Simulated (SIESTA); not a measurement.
Runs of SIESTA 5.4.2 on Gd. It takes space group P6_3/mmc (No. 194, hexagonal). The conventional cell has a = 3.636 Å, b = 3.636 Å, c = 5.783 Å, α = 90.00°, β = 90.00°, γ = 120.00°. Gd (site symmetry -6m2) has 12 Gd at 3.57 to 3.64 Å as nearest neighbours. 

| task | level | potentials or basis | cell | optimiser | force tolerance | gap on the mesh (eV) | pressure (GPa) | moment (μB) |
| --- | --- | --- | --- | --- | --- | --- | --- | --- |
| band structure | BLYP | PseudoDojo 3+ lanthanides (4f in the core) (PBE files), DZP (energy shift 0.002 Ry) | as given | - | - | none | 0.9 | 0.00 |
| band structure | PBE | PseudoDojo 3+ lanthanides (4f in the core) (PBE files), SZ (energy shift 0.002 Ry; radii capped at 9.5 bohr) | as given | - | - | none | (a) | 0.00 |
| band structure | PBE | PseudoDojo 3+ lanthanides (4f in the core) (PBE files), TZDP (energy shift 0.002 Ry; radii capped at 9.5 bohr) | as given | - | - | none | -0.3 | 0.00 |
| band structure | PBE | PseudoDojo 3+ lanthanides (4f in the core) (PBE files), DZP (energy shift 0.002 Ry; radii capped at 9.5 bohr) | as given | - | - | none | 0.0 | 0.00 |
| relaxation of cell and atoms | PBE | PseudoDojo 3+ lanthanides (4f in the core) (PBE files), DZ (energy shift 0.002 Ry; radii capped at 9.5 bohr) | relaxed | Broyden | 0.02 eV/Å | none | 0.0 | 0.00 |

Alike in all rows: spin collinear, ferromagnetic start; k mesh 8 × 8 × 5; smearing fermi-dirac 0.05 eV; grid cutoff 800 Ry; energy shift 0.002 Ry.

Estimate the missing entries.

(a) -3.0.

Caveats: spin-orbit coupling is left out, which moves the levels of the heavy elements; the 4f electrons are frozen in the core as for a trivalent ion, so they carry no moment and show no levels; the basis of atomic orbitals isn't converged, which shifts pressures, moduli and gaps; semicore shells carry a single zeta, which can move pressures by several GPa and volumes by a few percent (some runs); the basis has no polarisation orbitals (some runs); the potentials were made for another functional, which shifts forces and pressure (some runs).

A k mesh can miss the band edges, and the runs leave out spin-orbit coupling on Gd.

A gap of «none» marks a metal or a gap under the smearing width.

Not every run made on this cell is shown here.
